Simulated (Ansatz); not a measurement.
# TiO2 (C2/m): band gap by G0W0 on LDA, part 2 of 2

Wanted: the gap of TiO2 (C2/m) with a many-body correction, and the time that it takes.

Ansatz 0.2.0; LDA, then G0W0 on it, plane waves, PAW. Known limits of the many-body steps: finite bands, screening cutoff and k mesh; no spin-orbit coupling in G0W0.

So far. Step 2 (The LDA band structure): Over mesh and path the gap is 2.657 eV, from k = (-0.714, -0.286, 0.500) to k = Γ. The least direct gap found is 2.842 eV, at k = (-0.100, -0.100, 0.000). On the 6×6×4 mesh alone the same run gives 2.671 eV, so that mesh misses an edge of LDA: 2.671 − 2.657 = +0.014 eV. The pressure in this cell is -12 GPa; the cell is kept.

In doubt: masses and optical values from hybrid runs of this build are listed as unsure (in some of the runs), which bears on the screening that GW takes from such a start.

## 3. One-shot GW

G0W0 replaces the xc potential by a self-energy built once from the orbitals of the start. Levels are corrected in the window of bands that the input names, at points of the mesh.

This step: G0W0 on LDA, plane waves, PAW; PAW set soft_1.

input.yaml

```yaml
crystal:
  lattice:
    - [6.1535771931, -1.8834685, 0.0]
    - [6.1535771931, 1.8834685, 0.0]
    - [-1.9283261078, 0.0, 6.3289668713]
  atoms:
    - { symbol: Ti, position: [0.804714, 0.804714, 0.716238] }
    - { symbol: Ti, position: [0.099929, 0.099929, 0.710398] }
    - { symbol: Ti, position: [0.195286, 0.195286, 0.283762] }
    - { symbol: Ti, position: [0.900071, 0.900071, 0.289602] }
    - { symbol: O, position: [0.0583525, 0.0583525, 0.369979] }
    - { symbol: O, position: [0.638069, 0.638069, 0.706603] }
    - { symbol: O, position: [0.1328115, 0.1328115, 0.004709] }
    - { symbol: O, position: [0.9416475, 0.9416475, 0.630021] }
    - { symbol: O, position: [0.7365115, 0.7365115, 0.3475] }
    - { symbol: O, position: [0.8671885, 0.8671885, 0.995291] }
    - { symbol: O, position: [0.2634885, 0.2634885, 0.6525] }
    - { symbol: O, position: [0.361931, 0.361931, 0.293397] }
kpoints:
  mp_grid: { grid: [4, 4, 2] }
hamiltonian:
  xc: lda
  pseudopotentials: { kind: paw, azcp: { folder: soft_1 }, xc_functional: pbe }
scf:
  occupations: { method: fixed }
gw:
  n_empty_bands: 804
  ecut_chi: 180.0
  qp_bands: [v4, c4]
  qp_kpoints: band_edges
  screening: { model: contour_deformation }
```

Run with:

```
ansatz run input.yaml --threads 3 --pin off --max-ram 92160MiB --backend cuda --events-out ev --progress --plain --runs-dir out --devices 1 --max-vram 13GiB
```

Numbers of over 12 decimals in the logs are rounded to 6 here.

What it wrote:

```text
GPUs: using 1 of 1 available (devices: 1).
[...]
GPU FFT provider: cuFFT
GPU libraries: cuBLAS 13.8.2, cuFFT 12.4.0, cuSOLVER 12.3.4
Crystal: 12 atoms, lattice volume = 146.706 Å³
Basis set: ecut = 420 eV, 2869 PW (Γ)
Bands: 60, of which v1, the nominal top of the filled ones, is band 48 counted from 1 (47 counted from 0)
Symmetry: 4 space group operations
[...]
k-points: 14 of 32
[...]
GPU buffer pool allocated for 91125 grid points (all kernels)
[...]
SCF iter   1: F=—  HF=-14261.510676 eV  |F-HF|=—  |Δ(HF+E_count)|=         —  Δρ=4.91e-2  dr2=4.29e0  ethr=3.10e-3  ⟨swp⟩=3.0  Hψ=2512  notcnv=0  defer=84
[...]
SCF iter  13: F=-14260.539991 eV  HF=-14260.539991 eV  |F-HF|=5.42e-8  |Δ(HF+E_count)|=   1.94e-8  Δρ=7.27e-6  dr2=7.18e-8  ethr=1.04e-10  ⟨swp⟩=10.8  Hψ=2720  notcnv=0
SCF 1 converged in 13 iterations: F = -14260.539991 eV  dr2 = 7.18e-8
[...]
NSCF: frozen V_eff on 14 k-points
the band table was solved once the SCF had ended and its energy, with any forces and stress, was formed, with the checks that follow a solve (3221 applications of the Hamiltonian). They found nothing against the state; the energy, forces and stress were not computed again (output.eigenvalues in the input reference)
[...]
G₀W₀ screening: q 1/14
[... further progress lines ...]
[...]
SCF converged after 13 iterations
Free energy (F): -14260.539991 eV
[...]
Internal energy: -14260.539991 eV  (E = F + TS)
E sigma→0 (E₀):  -14260.539991 eV
Fermi energy:    5.701943 eV
[...]
--- Band table (eV; the first three rows and the last of 14) ---
  k-point 0: bands = [... 44 lower, 4.9480, 4.9508, 5.3526, 5.5265, 8.3706, 8.7215, 8.9700, 8.9740, ... 8 higher]
  k-point 1: bands = [... 44 lower, 5.0058, 5.0411, 5.1131, 5.2716, 8.4865, 8.7498, 8.9130, 9.0381, ... 8 higher]
  k-point 2: bands = [... 44 lower, 5.1143, 5.1883, 5.5056, 5.5826, 8.7650, 8.8139, 8.9725, 9.0683, ... 8 higher]
  k-point 13: bands = [... 44 lower, 4.8602, 5.2934, 5.4852, 5.5096, 8.6306, 8.7454, 8.8792, 9.0433, ... 8 higher]
--- G₀W₀: contour deformation, 7 samples at zero and on the imaginary axis and 1 off it, 32 q-points, 804 empty bands' worth ---
  eigenvalues of the whole cell's RPA ε∞ on this k-mesh (on a slab, of 1 + 4πα/V) = 5.8700, 6.1075, 6.2371; static W/v taken at q = 0 is 0.163361
  gw.qp_kpoints: band_edges: 14 of 14 stored k-points solved, in 1 pass; an edge of the gap read off the rows below is read off those points alone
    ik  band        ε_KS         Σx   Σc(E_QP)       V_xc       Z   E_QP_lin       E_QP  E_QP is
     0    45      4.9480   -25.3036     4.3834   -20.6153  0.7015     4.6408     4.6430  root
     0    46      4.9508   -25.1613     4.2210   -20.6140  0.7048     4.6223     4.6246  root
     0    47      5.3526   -25.7201     4.3523   -21.0502  0.7095     5.0329     5.0350  root
     0    48      5.5265   -25.1870     4.4357   -20.4297  0.7002     5.2028     5.2051  root
     0    49      8.3706   -13.2929    -7.1027   -21.8129  0.7159     9.8343     9.7878  root
     0    50      8.7215   -13.6882    -7.1795   -22.2781  0.7093    10.1820    10.1320  root
     0    51      8.9700   -14.0532    -6.7789   -22.2180  0.7118    10.4026    10.3559  root
     0    52      8.9740   -14.1756    -7.1433   -22.7479  0.7085    10.4546    10.4030  root
     1    45      5.0058   -25.0214     4.4321   -20.2568  0.6945     4.6706     4.6732  root
     1    46      5.0411   -25.9150     3.9760   -21.6785  0.7148     4.7794     4.7807  root
     1    47      5.1131   -25.1702     4.5252   -20.3169  0.6981     4.7824     4.7850  root
     1    48      5.2716   -25.4154     4.3310   -20.7734  0.7068     4.9585     4.9606  root
     1    49      8.4865   -13.8282    -6.7245   -21.9107  0.7162     9.8858     9.8445  root
     1    50      8.7498   -13.6294    -7.0246   -22.0176  0.7097    10.1591    10.1133  root
     1    51      8.9130   -13.7439    -7.0092   -22.1205  0.7086    10.3277    10.2804  root
     1    52      9.0381   -13.7307    -7.6140   -22.8176  0.7027    10.5707    10.5111  root
     2    45      5.1143   -25.4829     4.3049   -20.8540  0.7088     4.7882     4.7903  root
     2    46      5.1883   -25.4853     4.3124   -20.8393  0.7107     4.8524     4.8547  root
     2    47      5.5056   -25.5866     4.3566   -20.9130  0.7044     5.1866     5.1887  root
     2    48      5.5826   -25.1945     4.2531   -20.6475  0.7011     5.2868     5.2887  root
     2    49      8.7650   -13.8178    -6.9796   -22.2115  0.7141    10.2270    10.1792  root
     2    50      8.8139   -13.6917    -7.0303   -22.1093  0.7111    10.2487    10.2012  root
     2    51      8.9725   -14.0010    -7.0712   -22.4713  0.7080    10.4209    10.3717  root
     2    52      9.0683   -14.0544    -7.0978   -22.5416  0.7037    10.5091    10.4578  root
     3    45      5.0834   -25.4915     4.4061   -20.7252  0.7074     4.7205     4.7232  root
     3    46      5.2103   -25.5145     4.3116   -20.8726  0.7084     4.8777     4.8800  root
     3    47      5.4639   -25.0589     4.2569   -20.5097  0.6993     5.1698     5.1716  root
     3    48      5.5634   -25.3787     4.2604   -20.8135  0.7051     5.2567     5.2586  root
     3    49      8.6884   -13.3081    -7.1453   -21.8627  0.7132    10.1464    10.0977  root
     3    50      8.8630   -13.8235    -7.0827   -22.3118  0.7110    10.3173    10.2686  root
     3    51      8.9174   -14.0183    -7.0034   -22.4141  0.7084    10.3577    10.3097  root
     3    52      8.9851   -13.7406    -7.3770   -22.5636  0.7060    10.4864    10.4311  root
     4    45      4.8380   -24.9459     4.2328   -20.4062  0.7025     4.5290     4.5311  root
     4    46      5.2376   -25.7354     4.3855   -21.0087  0.7117     4.8941     4.8964  root
     4    47      5.4905   -25.1327     4.2656   -20.5615  0.7012     5.1828     5.1849  root
     4    48      5.5758   -25.1844     4.2529   -20.6339  0.7015     5.2763     5.2781  root
     4    49      8.7627   -13.8065    -7.1181   -22.3614  0.7114    10.2502    10.1994  root
     4    50      8.8065   -13.8235    -6.9151   -22.1328  0.7129    10.2478    10.2007  root
     4    51      9.2441   -14.1687    -7.4124   -23.0052  0.6997    10.7244    10.6683  root
     4    52      9.2968   -14.1411    -7.2940   -22.8412  0.7015    10.7577    10.7030  root
[...]
12    49      8.5142   -13.3565    -7.2873   -22.0819  0.7126    10.0024     9.9523  root
    12    50      8.5620   -13.3476    -7.3199   -22.1026  0.7110    10.0479     9.9971  root
    12    51      9.0677   -13.9472    -6.7384   -22.0223  0.7104    10.4490    10.4044  root
    12    52      9.1418   -13.5915    -7.6092   -22.6136  0.6996    10.6104    10.5547  root
    13    45      4.8602   -25.2992     4.5520   -20.3906  0.7041     4.5007     4.5037  root
    13    46      5.2934   -25.8280     4.0674   -21.4823  0.7131     5.0137     5.0151  root
    13    47      5.4852   -25.1553     4.4159   -20.4217  0.6994     5.1653     5.1676  root
    13    48      5.5096   -25.6085     4.3282   -20.9782  0.7059     5.2057     5.2076  root
    13    49      8.6306   -13.5954    -6.9280   -21.8942  0.7132    10.0460    10.0014  root
    13    50      8.7454   -13.6158    -7.3780   -22.4204  0.7070    10.2243    10.1721  root
    13    51      8.8792   -13.3503    -7.4030   -22.1617  0.7062    10.3395    10.2876  root
    13    52      9.0433   -13.6137    -7.2339   -22.2536  0.7062    10.5015    10.4494  root
```

Run time: 93 s. Hardware: 1 × NVIDIA H100 80GB HBM3 (shared by 6 runs) with 3 threads of AMD EPYC 7R13 (Zen 3), shared host; peak memory 3.1 GiB; 2.4 min of CPU time.

This step gave:

```
bands summed                                    : 852
RPA ε∞ on this mesh (eigenvalues)               : 5.870, 6.107, 6.237
plane waves in the screening matrix             : 797
q-points in the mesh                            : 32
G0W0 gap over the corrected points              : 4.381 eV
k of the valence top                            : 0.25, -0.25, -0.5
k of the conduction bottom                      : 0, 0, 0
starting gap on the mesh                        : 2.669 eV
Z at the valence top                            : 0.7030
Z at the conduction bottom                      : 0.7159
least direct G0W0 gap over the corrected points : 4.583 eV
```

Over all 14 irreducible mesh points the G0W0 gap is 4.381 eV, from k = (0.250, -0.250, -0.500) to k = Γ. The LDA gap of this run on the mesh is 2.669 eV. The two states that bound the G0W0 gap lie that far apart at the start, so the correction of the gap is 4.381 − 2.669 = +1.712 eV. The start of this run differs from the step before in mesh (6×6×4 and 4×4×2).

Labels follow the order of the start: v1 is the top filled band, c1 the lowest empty one; levels that stay degenerate share a row, the window can cut a multiplet, doubted levels are not marked in this list, bands outside the window were not corrected, and the list may be a part of the corrected levels. The levels before and after the correction (eV, zero at the valence-band top of each column):

```csv
,conduction bottom,valence top
Kohn-Sham,2.67,0.00
G0W0,4.38,0.00
```

```csv
,level,occupation,energy (eV)
Kohn-Sham,Γ v3,2,-0.751
Kohn-Sham,Γ v2,2,-0.349
Kohn-Sham,Γ v1,2,-0.175
Kohn-Sham,Γ c1,0,2.669
Kohn-Sham,Γ c2,0,3.020
Kohn-Sham,Γ c3,0,3.268
Kohn-Sham,(0.25 -0.25 -0.5) v3,2,-0.461
Kohn-Sham,(0.25 -0.25 -0.5) v2,2,-0.150
Kohn-Sham,(0.25 -0.25 -0.5) v1,2,0.000
Kohn-Sham,(0.25 -0.25 -0.5) c1,0,3.071
Kohn-Sham,(0.25 -0.25 -0.5) c2,0,3.094
Kohn-Sham,(0.25 -0.25 -0.5) c3,0,3.355
G0W0,Γ v3,2,-0.783
G0W0,Γ v2,2,-0.372
G0W0,Γ v1,2,-0.202
G0W0,Γ c1,0,4.381
G0W0,Γ c2,0,4.725
G0W0,Γ c3,0,4.949
G0W0,(0.25 -0.25 -0.5) v3,2,-0.509
G0W0,(0.25 -0.25 -0.5) v2,2,-0.167
G0W0,(0.25 -0.25 -0.5) v1,2,0.000
G0W0,(0.25 -0.25 -0.5) c1,0,4.838
G0W0,(0.25 -0.25 -0.5) c2,0,4.816
G0W0,(0.25 -0.25 -0.5) c3,0,5.082
```

The parts of the quasiparticle energy for the two states that bound the G0W0 gap, in eV on the run's own scale (QP = start + Σx + Σc − Vxc, with Σc at the quasiparticle energy):

```csv
edge,k,band,start,Σx,Σc,Vxc,Z,QP
valence top,"(0.250, -0.250, -0.500)",48,5.702,−25.275,4.239,−20.741,0.703,5.407
conduction bottom,Γ,49,8.371,−13.293,−7.103,−21.813,0.716,9.788
```

## 4. The runs together

Each gap is the least one over the points named; times are wall times on shared hosts, not benchmarks. A G0W0 time includes the run's own self-consistent start. Rows marked * are further runs, not shown as steps, whose inputs differ from the G0W0 step on the same start in the columns given; solver thresholds can differ too. Rows marked ? have an edge level that the program doubts.

```csv
level,mesh,"files, cutoff","bands summed, screening",points,gap (eV),valence top,conduction bottom,least direct gap (eV),time
LDA,6×6×4,"soft_1 PAW, 420 eV",-,mesh and path,2.657,"(-0.714, -0.286, 0.500)",Γ,2.842,19 s
G0W0@LDA*?,4×4×2,"soft_1 PAW, 420 eV","180, 54 eV",all 14 irreducible mesh points,4.557,"(0.250, -0.250, -0.500)",Γ,4.782,12 s
G0W0@LDA*,4×4×2,"soft_1 PAW, 420 eV","421, 108 eV",all 14 irreducible mesh points,4.362,"(0.250, -0.250, -0.500)",Γ,4.573,20 s
G0W0@LDA,4×4×2,"soft_1 PAW, 420 eV","852, 180 eV",all 14 irreducible mesh points,4.381,"(0.250, -0.250, -0.500)",Γ,4.583,93 s
G0W0@LDA*,4×4×2,"soft_1 PAW, 420 eV","421, 108 eV, plasmon pole",all 14 irreducible mesh points,4.450,"(0.250, -0.250, -0.500)",Γ,4.664,55 s
```

## 5. Results

```json
{
  "LDA gap over mesh and path": "2.657 eV, from k = (-0.714, -0.286, 0.500) to k = Γ",
  "G0W0@LDA gap over all 14 irreducible mesh points": "4.381 eV, from k = (0.250, -0.250, -0.500) to k = Γ",
  "GW settings": "4×4×2 mesh, 804 empty bands, screening to 180 eV, PAW set soft_1 files",
  "known limits": "finite bands, screening cutoff and k mesh; no spin-orbit coupling in G0W0"
}
```

Over all 14 irreducible mesh points the G0W0 gap is 4.381 eV, from k = (0.250, -0.250, -0.500) to k = Γ. The LDA gap of this run on the mesh is 2.669 eV. The two states that bound the G0W0 gap lie that far apart at the start, so the correction of the gap is 4.381 − 2.669 = +1.712 eV. The valence state moves by 5.407 − 5.702 = −0.295 eV and the conduction state by 9.788 − 8.371 = +1.417 eV, on the run's own scale; how far single levels stand from their limit in bands is not shown. Over mesh and path, LDA puts the valence top at k = (-0.714, -0.286, 0.500), where no G0W0 correction was computed. The G0W0 gap over the whole zone is therefore not known from this run; at its settings it can only be equal to or under the 4.381 eV found, and no correction is carried over from another point. For the start itself the gap is 2.657 eV over mesh and path and 2.669 eV on the mesh of the G0W0 run, in runs that differ in mesh (6×6×4 and 4×4×2). From 180 bands and 54 eV to 852 bands and 180 eV the gap moves by 4.381 − 4.557 = −0.176 eV (rung by rung 4.557, 4.362, 4.381 eV); bands and screening cutoff rise together, so their parts are not told apart. An edge row is in doubt in the run with 180 bands, so no limit is drawn and it is not known. With the plasmon pole model in place of the contour deformation model and all else as in the G0W0@LDA row with 421 bands, the gap differs by 4.450 − 4.362 = +0.088 eV. G0W0 on other starts in this series, not shown as steps and not all at these settings: 4.307 eV on r2SCAN (4×4×2, soft_1 PAW, 421 bands, 108 eV) and 4.721 eV on HSE06 (4×4×2, soft_1 PAW, 421 bands, 108 eV). The G0W0 runs are scalar-relativistic. No pair of G0W0 runs that differ in the mesh alone is shown (4×4×2 is a supercell whose nearest images lie 13 Å apart), so the error from the mesh is not known here. G0W0@LDA runs of this series with other atomic data on the same mesh, not shown as steps, give 4.365 eV (hard PAW, 930 eV, 421 bands, screening to 108 eV; the table's row with the same empty bands and screening cutoff has 4.362 eV); where bands and cutoffs differ too, the part of the files is not isolated.

[Paths, hosts, dates, memory and timing lines, banners, echoed tables and standing remarks are left out of the program output.]

[Logs are printed without paths, hosts, clocks, repeated set-up lines and the standing remarks that a program may print on its own settings, such as how far it seeks lower states.]

[Runs of the session that timed out or met a known fault of the program may be left out.]

[Cells called generated may have been cut or substituted from an entry of the Crystallography Open Database or the Materials Project.]

[Hosts, paths, dates, database ids (printed as entryN), source tags and the programs' standing remarks are cut or masked in the printed files.]

[Where an RPA ε∞ is given, it is that of the G0W0 mesh and is not shown converged in it. Names of k-points follow the symmetry that the program found, which can be lower than the space group named. Band edges on a path are those of the sampled points; other points can move an edge, and change direct to indirect where valleys lie close.]

[Hybrid gaps are those of their k-mesh and are not shown converged in it.]
